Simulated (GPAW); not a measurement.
Input of a GPAW 26.7.0 run:

run.py

```python
from ase.dft.bandgap import bandgap
from ase.io import read, write
from gpaw import GPAW, PW, setup_paths
from gpaw.response.df import DielectricFunction

setup_paths.insert(0, '.')

atoms = read('Li.xyz')

calc = GPAW(mode=PW(600),
            xc='PBEsol',
            kpts={'size': (9, 9, 9), 'gamma': True},
            occupations={'name': 'fermi-dirac', 'width': 0.05},
            nbands=6,
            convergence={'density': 1e-06},
            maxiter=150,
            txt='gpaw.txt')
atoms.calc = calc
energy = atoms.get_potential_energy()
calc.write('gs.gpw')
write('result.traj', atoms)
print(f'Energy: {energy:.6f} eV')
print('Fermi level:', round(calc.get_fermi_level(), 4), 'eV')
print(f'Gap: {bandgap(calc)[0]:.4f} eV, direct: {bandgap(calc, direct=True)[0]:.4f} eV')

dense = calc.fixed_density(kpts={'size': (27, 27, 27), 'gamma': True},
                           nbands=17, convergence={'bands': 11, 'eigenstates': 1e-7},
                           update_fermi_level=True, txt='dense.txt')
dense.write('dense.gpw', mode='all')

df = DielectricFunction('dense.gpw', frequencies={'type': 'nonlinear', 'domega0': 0.05, 'omega2': 10},
                        eta=0.1, ecut=50, nbands=11, rate='eta', txt='df.txt')
for direction in ['x']:
    df.get_dielectric_function(xc='RPA', direction=direction, filename=f'df_{direction}.csv')
```

File Li.xyz:

```xyz
1
Lattice="-1.7546500000 1.7546500000 1.7546500000 1.7546500000 -1.7546500000 1.7546500000 1.7546500000 1.7546500000 -1.7546500000" Properties=species:S:1:pos:R:3 pbc="T T T"
Li     0.0000000000      0.0000000000      0.0000000000
```

Potentials or basis: PAW data sets generated in the run's folder for this functional, pw.

Launch:

```sh
$ gpaw-setup -f PBEsol Li
$ OMP_NUM_THREADS=1 python run.py
```

Problem. What does it give for the band gap on the k mesh?

Solution. None (metal or under the smearing width).

Dielectric function (mean over the directions given):
| energy (eV) | real part | imaginary part |
| --- | --- | --- |
| 0.67 | -93.54 | 29.08 |
| 1.54 | -17.36 | 2.45 |
| 2.54 | -5.41 | 0.57 |
| 3.56 | -1.80 | 0.92 |
| 4.44 | -0.79 | 0.88 |
| 5.38 | -0.83 | 0.65 |
| 6.39 | -0.16 | 0.36 |
| 7.38 | 0.05 | 0.36 |
| 8.25 | 0.20 | 0.24 |
| 9.27 | 0.38 | 0.19 |
| 10.26 | 0.47 | 0.19 |
| 11.31 | 0.54 | 0.13 |
| 12.19 | 0.60 | 0.13 |
| 13.24 | 0.63 | 0.11 |
| 14.22 | 0.67 | 0.09 |
| 15.26 | 0.70 | 0.06 |
| 16.21 | 0.73 | 0.04 |
| 17.36 | 0.77 | 0.03 |
| 18.58 | 0.81 | 0.03 |
| 19.87 | 0.82 | 0.01 |

Caveat: the intraband term hangs on this k mesh; the long-wavelength limit can be off by a per cent or two; independent-particle spectra lack excitons.
